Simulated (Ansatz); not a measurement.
The calculation used DFT PBE, scalar-relativistic, plane waves, PAW (Ansatz 0.2.0). Settings: cutoff 420 eV, Γ-centred meshes spaced at most about 0.3 Å⁻¹, and about 0.25 Å⁻¹ or finer for metals (2π included), Gaussian smearing. Spin is collinear.

Each guess is relaxed in cell and atoms at zero pressure, on a coarse mesh first where it starts far from rest and then on a converged one. The steps can't lower the symmetry of the start, but it can rise. Energies are static (0 K, no zero-point motion).

Two unrelaxed guesses for Cd₄InO:

A.

```yaml
crystal:
  lattice:
    - [4.37540, 0.00000, 0.00000]
    - [-2.18770, 3.78921, 0.00000]
    - [0.00000, 0.00000, 7.71685]
  atoms:
    - { symbol: Cd, position: [0.33333, 0.66667, 0.00000] }
    - { symbol: Cd, position: [0.66667, 0.33333, 0.00000] }
    - { symbol: Cd, position: [0.33333, 0.66667, 0.50000] }
    - { symbol: Cd, position: [0.66667, 0.33333, 0.50000] }
    - { symbol: In, position: [0.00000, 0.00000, 0.50000] }
    - { symbol: O, position: [0.00000, 0.00000, 0.00000] }
```

B.

```yaml
crystal:
  lattice:
    - [5.86028, 0.00000, 0.00000]
    - [-2.93014, 5.07515, 0.00000]
    - [0.00000, 0.00000, 4.70634]
  atoms:
    - { symbol: Cd, position: [0.66667, 0.33333, 0.00000] }
    - { symbol: Cd, position: [0.00306, 0.50153, 0.50000] }
    - { symbol: Cd, position: [0.49847, 0.50153, 0.50000] }
    - { symbol: Cd, position: [0.49847, 0.99694, 0.50000] }
    - { symbol: In, position: [0.33333, 0.66667, 0.00000] }
    - { symbol: O, position: [0.00000, 0.00000, 0.00000] }
```

Question: Where do they end, and which end is lower?

Answer: A ends lower, by 252 meV/atom. A: P6/mmm at 21.3 Å³/atom → P6/mmm at 21.7 Å³/atom; B: P-6m2 at 23.3 Å³/atom → P-6m2 at 24.8 Å³/atom. The shortest distance is 2.85 Å (In–O and Cd–Cd) in the end of A and 2.77 Å (Cd–Cd) in the end of B. End of A. Conventional cell: a = 5.137 Å, c = 5.703 Å. Cd on its first site is surrounded by 5 Cd at 2.85–2.97 Å and 3 O at 2.97 Å; around In lie 2 O at 2.85 Å and 6 Cd at 2.97 Å; around O lie 2 In at 2.85 Å and 6 Cd at 2.97 Å; 1 more site not described. End of B. Conventional cell: a = 5.561 Å, c = 5.557 Å. Cd on a site of symmetry -6m2 is surrounded by 6 Cd at 3.21 Å, 3 O at 3.21 Å and 3 In at 3.21 Å; In is surrounded by 3 O at 3.21 Å and 9 Cd at 3.21 Å; around O lie 3 Cd at 3.21 Å and 3 In at 3.21 Å (long contacts); 1 more site not described.

Ends held by symmetry can be saddle points. Neither end is the lowest form computed: that has space group P4/mmm (No. 123) and lies 225 meV/atom below the better end. Even the lowest of the cells shown lies +0.09 eV/atom against the elements. Another magnetic order may lie lower. Some structure types and database cells were kept out of the candidates from the start, so a known form may be missing.
